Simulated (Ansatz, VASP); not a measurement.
## One calculation of SiMo3, two programs

```
Si Mo
1.0
     3.83229    0.00000    0.00000
     0.00000    3.83229    0.00000
     0.00000    0.00000    5.05775
Si Mo
1 3
Cartesian
  0.0000 0.0000 2.5289
  0.0000 0.0000 0.0000
  1.9161 1.9161 2.5289
  1.9161 1.9161 0.0000
```

Alike in both runs: task relaxation of cell and atoms; functional PBE; k mesh 4 × 4 × 4; occupations gaussian, width 0.1 eV; no spin polarisation.

|  | VASP | Ansatz |
| --- | --- | --- |
| version | VASP 6.6.1 | Ansatz 0.2.0 |
| potentials or method | VASP PAW PBE potentials, release 64 (Si, Mo_sv) | scalar-relativistic, plane waves, PAW |
| plane-wave cutoff (eV) | 600 | 420 |
| valence electrons in the cell | 46 | 46 |

VASP gave:

| Property | Result |
| --- | --- |
| gap on the k mesh at the Fermi level, each at its own relaxed structure (eV) | none |
| relaxed volume (Å³/atom) | 17.05 |
| relaxed cell length with the largest relative difference (Å) | 3.603 |
| energy change over the relaxation (meV/atom) | -154 |

**Question.** Estimate Ansatz's values.

**Answer.** gap on the k mesh at the Fermi level, each at its own relaxed structure (eV): none; relaxed volume (Å³/atom): 17.02; relaxed cell length with the largest relative difference (Å): 3.600; energy change over the relaxation (meV/atom): -156.

A gap of «none» marks a metal or a gap that the smearing closes.

Caveats: the k mesh is coarse (spacing up to 0.41 Å⁻¹), so the values aren't converged.
